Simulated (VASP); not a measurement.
# Al (Pm-3n) in VASP: further runs, part 2 of 2

VASP 6.6.1.

## (3) Relaxation of cell and atoms, PBE

This run uses another cell than the first one, of 16.69 Å³/atom, 0.987 times its volume.

INCAR

```
SYSTEM = Al
ALGO     = Normal         ! electronic algorithm
EDIFF    = 1E-6           ! SCF threshold, eV
EDIFFG   = -0.01          ! ionic threshold
ENCUT    = 600            ! plane-wave cutoff, eV
GGA      = PE             ! functional
IBRION   = 2              ! ionic algorithm
ISIF     = 3              ! what is computed and relaxed
ISMEAR   = 0              ! smearing method
LASPH    = .True.         ! aspherical terms in the spheres
LCHARG   = .False.        ! write CHGCAR
LREAL    = .False.        ! projectors in reciprocal space
LWAVE    = .False.        ! write WAVECAR
NELM     = 80             ! most SCF steps
NSW      = 100            ! ionic steps
PREC     = Accurate       ! precision mode
SIGMA    = 0.1            ! smearing width, eV
```

KPOINTS

```
k-points
0
Gamma
  8 8 8
  0 0 0
```

POSCAR

```
Al
1.0
    5.1115256021      0.0000000000      0.0000000000
    0.0000000000      5.1115256021      0.0000000000
    0.0000000000      0.0000000000      5.1115256021
Al
8
Direct
    0.5000000000      0.5000000000      0.5000000000
    0.0000000000      0.0000000000      0.0000000000
    0.2500000000      0.0000000000      0.5000000000
    0.5000000000      0.2500000000      0.0000000000
    0.5000000000      0.7500000000      0.0000000000
    0.7500000000      0.0000000000      0.5000000000
    0.0000000000      0.5000000000      0.7500000000
    0.0000000000      0.5000000000      0.2500000000
```

Potentials or basis: VASP PAW PBE potentials, release 64 (Al).

Command:

```
> cat potpaw_PBE.64/Al/POTCAR > POTCAR
> mpirun -np 1 vasp_std > vasp.out
```

Run time: 85 s. Hardware: 1 thread of Intel Xeon Platinum 8488C (Sapphire Rapids), shared host; peak memory 0.28 GiB.

It converged, with:

- Free energy: -29.3502 eV
- Relaxed volume: 16.91 Å³/atom
- Relaxed cell: a = 5.133 Å, b = 5.133 Å, c = 5.133 Å, α = 90.00°, β = 90.00°, γ = 90.00°
- Space group after relaxing (to 0.05 Å): Pm-3n (No. 223)
- Energy gained by relaxing: 0.6 meV/atom
- Ionic steps: 3
- Pressure after relaxing: 0.0 GPa
- Band gap on the k mesh: none (metal or under the smearing width)

Step by step:
```
step  energy change (eV)  largest force (eV/Å)  pressure (GPa)  volume (Å³)
   1              0.0000                0.0000            0.95       133.55
   2             -0.0049                0.0000           -0.12       135.48
   3             -0.0049                0.0000            0.00       135.25
```

Final structure:
```yaml
crystal:
  lattice:
    - [5.13303, 0.00000, 0.00000]
    - [0.00000, 5.13303, 0.00000]
    - [0.00000, 0.00000, 5.13303]
  atoms:
    - { symbol: Al, position: [0.50000, 0.50000, 0.50000] }
    - { symbol: Al, position: [0.00000, 0.00000, 0.00000] }
    - { symbol: Al, position: [0.25000, 0.00000, 0.50000] }
    - { symbol: Al, position: [0.50000, 0.25000, 0.00000] }
    - { symbol: Al, position: [0.50000, 0.75000, 0.00000] }
    - { symbol: Al, position: [0.75000, 0.00000, 0.50000] }
    - { symbol: Al, position: [0.00000, 0.50000, 0.75000] }
    - { symbol: Al, position: [0.00000, 0.50000, 0.25000] }
```

Levels at points of the mesh, in eV from the Fermi level:
```tsv
k point	band 9	band 10	band 11	band 12	band 13	band 14	band 15	band 16
(0.00, 0.00, 0.00)	-1.15	-0.71	-0.71	-0.71	0.21	0.21	0.21	0.58
(0.50, 0.00, 0.00)	-3.88	-3.88	0.34	0.34	0.98	0.98	1.54	1.54
(0.50, 0.50, 0.00)	-2.75	-2.75	-2.53	-2.05	2.17	2.31	2.40	2.40
(0.50, 0.50, 0.50)	3.12	3.12	3.12	3.12	3.12	3.12	3.18	3.18
```

## (4) Single point, PBE

This run uses another cell than the first one: it holds 3 atoms, not 8.

INCAR

```
PREC     = Accurate       # precision mode
ENCUT    = 520            # plane-wave cutoff, eV
EDIFF    = 1E-6           # SCF threshold, eV
ISMEAR   = 0              # smearing method
SIGMA    = 0.1            # smearing width, eV
LREAL    = F              # projectors in reciprocal space
LASPH    = T              # aspherical terms in the spheres
NELM     = 100            # most SCF steps
ALGO     = Normal         # electronic algorithm
ISIF     = 2              # what is computed and relaxed
LWAVE    = F              # write WAVECAR
LCHARG   = F              # write CHGCAR
GGA      = PE             # functional
NBANDS   = 12             # bands
```

KPOINTS

```
regular mesh
0
Gamma
  6 6 6
```

POSCAR

```
Al
1.0
    4.4677649553     -2.0253671748     -0.4442838896
    4.4677649553      2.0253671748     -0.4442838896
   -0.5528935994      0.0000000000      2.7851877708
Al
3
Direct
    0.6666629608      0.6666629608      0.6666733633
    0.3333370392      0.3333370392      0.3333266367
    0.0000000000      0.0000000000      0.0000000000
```

Command:

```
> cat potpaw_PBE.64/Al/POTCAR > POTCAR
> mpirun -np 1 vasp_std > vasp.out
```

Wall time 38 s (1 thread of Intel Xeon Platinum 8488C (Sapphire Rapids), shared host); peak memory 0.18 GiB.

Results (log left out):

- Free energy: -11.2707 eV
- Pressure: 0.0 GPa
- Band gap on the k mesh: none (metal or under the smearing width)

Stress tensor (GPa, compression positive):
```
 0.28  0.00 -0.07
 0.00 -0.11  0.00
-0.07  0.00 -0.21
```

Levels at points of the mesh, in eV from the Fermi level:
```csv
k point,band 1,band 2,band 3,band 4,band 5,band 6,band 7,band 8
"(0.00, 0.00, 0.00)",-11.15,-3.35,-3.35,-1.14,-1.14,0.31,0.31,7.48
"(0.50, 0.00, 0.00)",-8.42,-8.42,-4.63,-4.44,2.93,2.93,8.14,8.14
"(0.50, 0.50, 0.00)",-9.16,-9.16,-2.97,-1.67,4.40,4.40,5.29,5.48
"(0.00, 0.00, 0.50)",-6.23,-6.23,-2.71,-1.30,1.78,1.78,3.23,3.23
"(0.50, 0.00, 0.50)",-4.58,-4.33,-2.80,-2.79,-2.37,-2.37,2.85,2.85
"(0.50, 0.50, 0.50)",-6.07,-6.07,-3.10,-1.85,1.63,1.63,3.09,3.09
```

Caveat: the k mesh is coarse (spacing up to 0.39 Å⁻¹), so the values aren't converged.

## (5) Relaxation of cell and atoms, PBE

This run uses another cell than the first one: it holds 3 atoms, not 8.

INCAR

```
SYSTEM = Al
PREC = Accurate
ENCUT = 600
EDIFF = 1E-6
ISMEAR = 0
SIGMA = 0.1
LREAL = .FALSE.
LASPH = .TRUE.
NELM = 100
ALGO = Fast
ISIF = 3
LWAVE = .FALSE.
LCHARG = .FALSE.
GGA = PE
IBRION = 2
NSW = 90
EDIFFG = -0.04
```

KPOINTS

```
Automatic mesh
0
G
  6 6 6
  0 0 0
```

POSCAR

```
Al
1.0
    3.4870451354     -1.9528309263      0.0000000000
    3.4870451354      1.9528309263      0.0000000000
   -0.1074337021      0.0000000000      3.2591242688
Al
3
Direct
    0.6760000000      0.6760000000      0.6750000000
    0.3240000000      0.3240000000      0.3250000000
    0.0000000000      0.0000000000      0.0000000000
```

Command:

```
> cat potpaw_PBE.64/Al/POTCAR > POTCAR
> mpirun -np 1 vasp_std > vasp.out
```

It took 5.3 min on 1 thread of Intel Xeon Platinum 8488C (Sapphire Rapids), shared host; peak memory 0.18 GiB.

It converged, with:

- Free energy: -11.2724 eV
- Relaxed volume: 16.42 Å³/atom
- Relaxed cell: a = 5.005 Å, b = 5.005 Å, c = 2.804 Å, α = 106.51°, β = 106.51°, γ = 47.56°
- Space group after relaxing (to 0.05 Å): Immm (No. 71)
- Energy gained by relaxing: 450.9 meV/atom
- Ionic steps: 29
- Pressure after relaxing: 0.1 GPa
- Largest force after relaxing: 0.038 eV/Å
- Band gap on the k mesh: none (metal or under the smearing width)

Forces on the atoms (eV/Å):
```
Al  -0.030  0.000 -0.024
Al   0.030  0.000  0.024
Al   0.000  0.000  0.000
```

Stress tensor (GPa, compression positive):
```
-0.13  0.00  0.06
 0.00  0.19  0.00
 0.06  0.00  0.28
```

Step by step:
```tsv
step	energy change (eV)	largest force (eV/Å)	pressure (GPa)	volume (Å³)
1	0.0000	0.9191	22.49	44.39
2	-0.6784	0.1043	-5.08	58.96
3	-0.7421	0.2272	-0.89	54.67
4	-0.7422	0.2190	-1.16	54.89
5	-0.7735	0.1447	-0.83	54.18
6	-0.8913	0.0846	0.09	51.94
7	-0.9930	0.6114	6.91	47.04
8	-1.0205	0.2959	1.76	50.05
9	-1.0611	0.4713	3.87	48.57
10	-1.0628	0.4414	3.48	48.81
11	-1.0766	0.4446	3.17	48.90
12	-1.0808	0.4370	2.90	49.01
13	-1.0821	0.4441	2.97	48.97
14	-1.0965	0.3936	2.12	49.45
15	-1.1229	0.2614	-0.19	50.91
16	-1.1094	0.0627	-3.83	53.89
17	-1.1270	0.1779	-1.65	51.97
18	-1.1416	0.1260	-1.62	51.93
19	-1.1811	0.0366	-1.62	51.78
20	-1.2463	0.4232	-1.42	51.30
21	-1.2777	0.4486	-0.89	50.69
22	-1.3029	0.4632	-0.08	49.89
23	-1.2780	0.5142	2.48	48.19
24	-1.3096	0.4794	0.71	49.32
25	-1.3297	0.3547	0.15	49.46
26	-1.3484	0.1395	-0.50	49.68
27	-1.3098	0.2198	-0.37	50.05
28	-1.3509	0.0626	-0.64	49.76
29	-1.3526	0.0380	0.12	49.27
```

Final structure:
```cif
data_structure
_symmetry_space_group_name_H-M 'P 1'
_symmetry_Int_Tables_number 1
_cell_length_a 5.0046
_cell_length_b 5.0046
_cell_length_c 2.8043
_cell_angle_alpha 106.510
_cell_angle_beta 106.510
_cell_angle_gamma 47.561
_cell_volume 49.27
loop_
_atom_site_label
_atom_site_type_symbol
_atom_site_fract_x
_atom_site_fract_y
_atom_site_fract_z
_atom_site_occupancy
Al1 Al 0.66720 0.66720 0.66904 1
Al2 Al 0.33280 0.33280 0.33096 1
Al3 Al 0.00000 0.00000 0.00000 1
```

Levels at points of the mesh, in eV from the Fermi level:
| k point | band 1 | band 2 | band 3 | band 4 | band 5 | band 6 | band 7 | band 8 |
| --- | --- | --- | --- | --- | --- | --- | --- | --- |
| (0.00, 0.00, 0.00) | -11.12 | -3.52 | -3.52 | -1.12 | -1.09 | 0.34 | 0.36 | 7.94 |
| (0.50, 0.00, 0.00) | -8.39 | -8.38 | -4.66 | -4.55 | 2.67 | 2.68 | 8.63 | 8.64 |
| (0.50, 0.50, 0.00) | -9.20 | -9.17 | -2.89 | -1.56 | 4.28 | 4.29 | 5.06 | 5.24 |
| (0.00, 0.00, 0.50) | -6.02 | -6.01 | -2.92 | -1.59 | 1.86 | 1.87 | 3.36 | 3.37 |
| (0.50, 0.00, 0.50) | -4.47 | -4.13 | -2.70 | -2.67 | -2.28 | -2.26 | 2.89 | 2.89 |
| (0.50, 0.50, 0.50) | -6.04 | -6.04 | -2.85 | -1.50 | 1.88 | 1.90 | 3.39 | 3.39 |

## (6) Single point, PBE

This run uses another cell than the first one: it holds 3 atoms, not 8.

INCAR

```
PREC = Accurate ; ENCUT = 520
EDIFF = 1E-7 ; ISMEAR = 0
SIGMA = 0.1 ; LREAL = False
LASPH = True ; NELM = 100
ALGO = Fast ; ISIF = 2
LWAVE = False ; LCHARG = False
GGA = PE ; NBANDS = 12
```

KPOINTS

```
regular mesh
0
Gamma
  6 6 6
```

POSCAR

```
Al
1.0
    4.5917187062      0.0000000000      0.0000000000
   -2.2958593531      3.9765450466      0.0000000000
    0.0000000000      0.0000000000      2.8143170106
Al
3
Direct
    0.3333333333      0.6666666667      0.5000000000
    0.0000000000      0.0000000000      0.0000000000
    0.6666666667      0.3333333333      0.5000000000
```

Potentials or basis: VASP PAW PBE potentials, release 64 (Al).

Command:

```
> cat potpaw_PBE.64/Al/POTCAR > POTCAR
> mpirun -np 1 vasp_std > vasp.out
```

It took 19 s on 1 thread of Intel Xeon Platinum 8488C (Sapphire Rapids), shared host; peak memory 0.16 GiB.

The run converged. Its results:

- Free energy: -10.9754 eV
- Pressure: -0.1 GPa
- Band gap on the k mesh: none (metal or under the smearing width)

Levels at points of the mesh, in eV from the Fermi level:
```csv
k point,band 2,band 3,band 4,band 5,band 6,band 7
"(0.00, 0.00, 0.00)",-2.13,-2.13,-2.03,-2.03,-1.38,-1.28
"(0.50, 0.00, 0.00)",-8.60,-4.26,-3.88,4.31,4.57,4.76
"(0.00, 0.00, 0.50)",-6.03,1.32,1.32,1.91,2.15,2.15
"(0.50, 0.00, 0.50)",-4.25,-3.90,-3.67,-0.44,0.58,0.63
```

Caveat: the k mesh is coarse (spacing up to 0.37 Å⁻¹), so the values aren't converged.

## (7) Overview

| task | cell | k mesh | cutoff (eV) | mesh quality | gap on the mesh (eV) | pressure (GPa) | relaxed volume (Å³/atom) |
| --- | --- | --- | --- | --- | --- | --- | --- |
| single point | Pm-3n, 16.91 Å³/atom | 8 × 8 × 8 | 520 | not flagged | none | 0.0 | - |
| relaxation of cell and atoms | relaxed | 8 × 8 × 8 | 600 | not flagged | none | 0.0 | 16.91 |
| single point | C2/m, 16.47 Å³/atom | 6 × 6 × 6 | 520 | coarse | none | 0.0 | - |
| relaxation of cell and atoms | relaxed | 6 × 6 × 6 | 600 | not flagged | none | 0.1 | 16.42 |
| single point | P6/mmm, 17.13 Å³/atom | 6 × 6 × 6 | 520 | coarse | none | -0.1 | - |

Alike in all rows: level PBE; potentials or basis VASP PAW PBE potentials, release 64 (Al); no spin polarisation; smearing gaussian 0.1 eV.

Caveats: some runs use coarse meshes.

Absolute energies hang on the potentials; compare differences alone.
